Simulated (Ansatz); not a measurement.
# 128-atom supercell of zincblende InP

Wanted: energy, pressure and frontier levels of the defect-free cell (PBEsol, HSE06 and r²SCAN).

Program: Ansatz 0.2.0, PAW, plane waves. These are calculated values, not measurements.

## (1) The system as built

128 atoms (64 In, 64 P); a = 16.626 Å, b = 16.626 Å, c = 16.626 Å, α = 60.00°, β = 60.00°, γ = 60.00°.

Steps to follow: (2) PBEsol single point at the single k point (¼, ¼, ¼), on 1 × NVIDIA GB300 Max-Q with 8 threads of Arm Neoverse-V2; (3) HSE06 single point at the single k point (¼, ¼, ¼), on 1 × NVIDIA GB300 Max-Q with 8 threads of Arm Neoverse-V2; (4) r²SCAN single point at the single k point (¼, ¼, ¼), on 1 × NVIDIA GB300 Max-Q with 8 threads of Arm Neoverse-V2.

## (2) PBEsol on the given atoms

in.yaml reads:

```yaml
crystal:
  lattice:
    - [0.000000, 11.756020, 11.756020]
    - [11.756020, 0.000000, 11.756020]
    - [11.756020, 11.756020, 0.000000]
  atoms:
    - { symbol: In, position: [0.000000, 0.000000, 0.000000] }
    - { symbol: In, position: [0.500000, 0.000000, 0.000000] }
    - { symbol: In, position: [0.000000, 0.500000, 0.000000] }
    - { symbol: In, position: [0.000000, 0.000000, 0.500000] }
    - { symbol: In, position: [0.250000, 0.250000, 0.250000] }
    - { symbol: In, position: [0.500000, 0.500000, 0.000000] }
    - { symbol: In, position: [0.500000, 0.000000, 0.500000] }
    - { symbol: In, position: [0.750000, 0.250000, 0.250000] }
    - { symbol: In, position: [0.000000, 0.500000, 0.500000] }
    - { symbol: In, position: [0.250000, 0.750000, 0.250000] }
    - { symbol: In, position: [0.250000, 0.250000, 0.750000] }
    - { symbol: In, position: [0.500000, 0.500000, 0.500000] }
    - { symbol: In, position: [0.750000, 0.750000, 0.250000] }
    - { symbol: In, position: [0.750000, 0.250000, 0.750000] }
    - { symbol: In, position: [0.250000, 0.750000, 0.750000] }
    - { symbol: In, position: [0.750000, 0.750000, 0.750000] }
    - { symbol: In, position: [0.000000, 0.000000, 0.250000] }
    - { symbol: In, position: [0.250000, 0.250000, 0.000000] }
    - { symbol: In, position: [0.500000, 0.000000, 0.250000] }
    - { symbol: In, position: [0.750000, 0.250000, 0.000000] }
    - { symbol: In, position: [0.000000, 0.500000, 0.250000] }
    - { symbol: In, position: [0.250000, 0.750000, 0.000000] }
    - { symbol: In, position: [0.000000, 0.000000, 0.750000] }
    - { symbol: In, position: [0.250000, 0.250000, 0.500000] }
    - { symbol: In, position: [0.500000, 0.500000, 0.250000] }
    - { symbol: In, position: [0.750000, 0.750000, 0.000000] }
    - { symbol: In, position: [0.500000, 0.000000, 0.750000] }
    - { symbol: In, position: [0.750000, 0.250000, 0.500000] }
    - { symbol: In, position: [0.000000, 0.500000, 0.750000] }
    - { symbol: In, position: [0.250000, 0.750000, 0.500000] }
    - { symbol: In, position: [0.500000, 0.500000, 0.750000] }
    - { symbol: In, position: [0.750000, 0.750000, 0.500000] }
    - { symbol: In, position: [0.000000, 0.250000, 0.000000] }
    - { symbol: In, position: [0.250000, 0.000000, 0.250000] }
    - { symbol: In, position: [0.500000, 0.250000, 0.000000] }
    - { symbol: In, position: [0.750000, 0.000000, 0.250000] }
    - { symbol: In, position: [0.000000, 0.750000, 0.000000] }
    - { symbol: In, position: [0.000000, 0.250000, 0.500000] }
    - { symbol: In, position: [0.250000, 0.500000, 0.250000] }
    - { symbol: In, position: [0.500000, 0.750000, 0.000000] }
    - { symbol: In, position: [0.250000, 0.000000, 0.750000] }
    - { symbol: In, position: [0.500000, 0.250000, 0.500000] }
    - { symbol: In, position: [0.750000, 0.500000, 0.250000] }
    - { symbol: In, position: [0.750000, 0.000000, 0.750000] }
    - { symbol: In, position: [0.000000, 0.750000, 0.500000] }
    - { symbol: In, position: [0.250000, 0.500000, 0.750000] }
    - { symbol: In, position: [0.500000, 0.750000, 0.500000] }
    - { symbol: In, position: [0.750000, 0.500000, 0.750000] }
    - { symbol: In, position: [0.250000, 0.000000, 0.000000] }
    - { symbol: In, position: [0.750000, 0.000000, 0.000000] }
    - { symbol: In, position: [0.000000, 0.250000, 0.250000] }
    - { symbol: In, position: [0.250000, 0.500000, 0.000000] }
    - { symbol: In, position: [0.250000, 0.000000, 0.500000] }
    - { symbol: In, position: [0.500000, 0.250000, 0.250000] }
    - { symbol: In, position: [0.750000, 0.500000, 0.000000] }
    - { symbol: In, position: [0.750000, 0.000000, 0.500000] }
    - { symbol: In, position: [0.000000, 0.750000, 0.250000] }
    - { symbol: In, position: [0.000000, 0.250000, 0.750000] }
    - { symbol: In, position: [0.250000, 0.500000, 0.500000] }
    - { symbol: In, position: [0.500000, 0.750000, 0.250000] }
    - { symbol: In, position: [0.500000, 0.250000, 0.750000] }
    - { symbol: In, position: [0.750000, 0.500000, 0.500000] }
    - { symbol: In, position: [0.000000, 0.750000, 0.750000] }
    - { symbol: In, position: [0.500000, 0.750000, 0.750000] }
    - { symbol: P, position: [0.062500, 0.062500, 0.062500] }
    - { symbol: P, position: [0.562500, 0.062500, 0.062500] }
    - { symbol: P, position: [0.062500, 0.562500, 0.062500] }
    - { symbol: P, position: [0.062500, 0.062500, 0.562500] }
    - { symbol: P, position: [0.312500, 0.312500, 0.312500] }
    - { symbol: P, position: [0.562500, 0.562500, 0.062500] }
    - { symbol: P, position: [0.562500, 0.062500, 0.562500] }
    - { symbol: P, position: [0.812500, 0.312500, 0.312500] }
    - { symbol: P, position: [0.062500, 0.562500, 0.562500] }
    - { symbol: P, position: [0.312500, 0.812500, 0.312500] }
    - { symbol: P, position: [0.312500, 0.312500, 0.812500] }
    - { symbol: P, position: [0.562500, 0.562500, 0.562500] }
    - { symbol: P, position: [0.812500, 0.812500, 0.312500] }
    - { symbol: P, position: [0.812500, 0.312500, 0.812500] }
    - { symbol: P, position: [0.312500, 0.812500, 0.812500] }
    - { symbol: P, position: [0.812500, 0.812500, 0.812500] }
    - { symbol: P, position: [0.062500, 0.062500, 0.312500] }
    - { symbol: P, position: [0.312500, 0.312500, 0.062500] }
    - { symbol: P, position: [0.562500, 0.062500, 0.312500] }
    - { symbol: P, position: [0.812500, 0.312500, 0.062500] }
    - { symbol: P, position: [0.062500, 0.562500, 0.312500] }
    - { symbol: P, position: [0.312500, 0.812500, 0.062500] }
    - { symbol: P, position: [0.062500, 0.062500, 0.812500] }
    - { symbol: P, position: [0.312500, 0.312500, 0.562500] }
    - { symbol: P, position: [0.562500, 0.562500, 0.312500] }
    - { symbol: P, position: [0.812500, 0.812500, 0.062500] }
    - { symbol: P, position: [0.562500, 0.062500, 0.812500] }
    - { symbol: P, position: [0.812500, 0.312500, 0.562500] }
    - { symbol: P, position: [0.062500, 0.562500, 0.812500] }
    - { symbol: P, position: [0.312500, 0.812500, 0.562500] }
    - { symbol: P, position: [0.562500, 0.562500, 0.812500] }
    - { symbol: P, position: [0.812500, 0.812500, 0.562500] }
    - { symbol: P, position: [0.062500, 0.312500, 0.062500] }
    - { symbol: P, position: [0.312500, 0.062500, 0.312500] }
    - { symbol: P, position: [0.562500, 0.312500, 0.062500] }
    - { symbol: P, position: [0.812500, 0.062500, 0.312500] }
    - { symbol: P, position: [0.062500, 0.812500, 0.062500] }
    - { symbol: P, position: [0.062500, 0.312500, 0.562500] }
    - { symbol: P, position: [0.312500, 0.562500, 0.312500] }
    - { symbol: P, position: [0.562500, 0.812500, 0.062500] }
    - { symbol: P, position: [0.312500, 0.062500, 0.812500] }
    - { symbol: P, position: [0.562500, 0.312500, 0.562500] }
    - { symbol: P, position: [0.812500, 0.562500, 0.312500] }
    - { symbol: P, position: [0.812500, 0.062500, 0.812500] }
    - { symbol: P, position: [0.062500, 0.812500, 0.562500] }
    - { symbol: P, position: [0.312500, 0.562500, 0.812500] }
    - { symbol: P, position: [0.562500, 0.812500, 0.562500] }
    - { symbol: P, position: [0.812500, 0.562500, 0.812500] }
    - { symbol: P, position: [0.312500, 0.062500, 0.062500] }
    - { symbol: P, position: [0.812500, 0.062500, 0.062500] }
    - { symbol: P, position: [0.062500, 0.312500, 0.312500] }
    - { symbol: P, position: [0.312500, 0.562500, 0.062500] }
    - { symbol: P, position: [0.312500, 0.062500, 0.562500] }
    - { symbol: P, position: [0.562500, 0.312500, 0.312500] }
    - { symbol: P, position: [0.812500, 0.562500, 0.062500] }
    - { symbol: P, position: [0.812500, 0.062500, 0.562500] }
    - { symbol: P, position: [0.062500, 0.812500, 0.312500] }
    - { symbol: P, position: [0.062500, 0.312500, 0.812500] }
    - { symbol: P, position: [0.312500, 0.562500, 0.562500] }
    - { symbol: P, position: [0.562500, 0.812500, 0.312500] }
    - { symbol: P, position: [0.562500, 0.312500, 0.812500] }
    - { symbol: P, position: [0.812500, 0.562500, 0.562500] }
    - { symbol: P, position: [0.062500, 0.812500, 0.812500] }
    - { symbol: P, position: [0.562500, 0.812500, 0.812500] }
  symmetry: { detect: false }
kpoints:
  mp_grid: { grid: [1, 1, 1], shift: [0.25, 0.25, 0.25] }
hamiltonian:
  xc: pbesol
scf:
  occupations: { method: fermi_dirac, width: 0.01 }
output:
  forces: true
  eigenvalues: true
  stress: true
  populations: true
  eigenstates: { kpoints: [[0.25, 0.25, 0.25]], e_range: [-6.0, 6.0], localisation: true }
```

On the command line:

```sh
> ansatz run in.yaml --threads 8 --pin off --max-ram 118750MiB --runs-dir r --events-out ev --progress --plain --backend cuda --devices 0,
```

## (3) Single point with HSE06

Edit in.yaml of step 2 so:

```diff
@@ -138,3 +138,3 @@
 hamiltonian:
-  xc: pbesol
+  xc: hse06
 scf:
@@ -144,3 +144,2 @@
   eigenvalues: true
-  stress: true
   populations: true
```

## (4) r²SCAN single point

Edit in.yaml of step 3 so:

```diff
@@ -138,3 +138,3 @@
 hamiltonian:
-  xc: hse06
+  xc: r2scan
 scf:
```

Before running it: what results should come out? Wanted: for each run, top filled to lowest empty; energy; pressure.

The runs gave:

```
 level           time  top filled to lowest empty (eV)  energy (eV/atom)  pressure (GPa)
PBEsol     38 s (GPU)                             1.12        -3132.9068            0.17
 HSE06  4.4 min (GPU)                             1.96        -3179.2349               -
r²SCAN     54 s (GPU)                             1.58        -3185.8450               -
```

**In words.** At the same k points, PBEsol gives a spacing 0.84 eV smaller and r²SCAN gives a spacing 0.38 eV smaller than the 1.96 eV of HSE06. The HSE06 single point took about 7 times as long as the PBEsol one on the same kind of device. With one k point the spacing samples only the states that fold onto it, so it can exceed the gap over the zone.
